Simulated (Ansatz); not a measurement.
Consider the following.

```
CELL_PARAMETERS angstrom
      2.69039     0.00000     0.00000
      1.34520     2.32995     0.00000
      0.00000     0.00000     4.41691
ATOMIC_POSITIONS crystal
  Be 0.66667 0.66667 0.00098
  Be 0.33333 0.33333 0.50098
  O  0.66667 0.66667 0.62422
  O  0.33333 0.33333 0.12422
```

No spin polarisation.

Level of theory: PBE/PAW in Ansatz (a first-principles code), no spin-orbit coupling. Γ-centred 14×14×8 mesh, Fermi–Dirac width 0.05 eV.

**Question.** What electron mass does the calculation give?

**Answer.** 0.52 mₑ out of plane, 0.62 mₑ in plane (at Γ).

**Question.** What valence-band top at Γ (three highest levels, from the VBM) does the calculation give?

**Answer.** 0.00, 0.00, -0.03 eV.

**Question.** What is the computed mean in-plane stress (compression positive)?

**Answer.** +4.2 GPa.

The levels and masses belong to the bands next to the band gap. The cells carry an imposed strain or load. Effective masses come from finite differences of ±0.01 Å⁻¹. Stability against distortions was not tested. The cell was made from BeO in the wurtzite structure (space group P6_3mc, No. 186) by this change: biaxial strain −0.79 %, plane normal [001], relaxed out of plane.
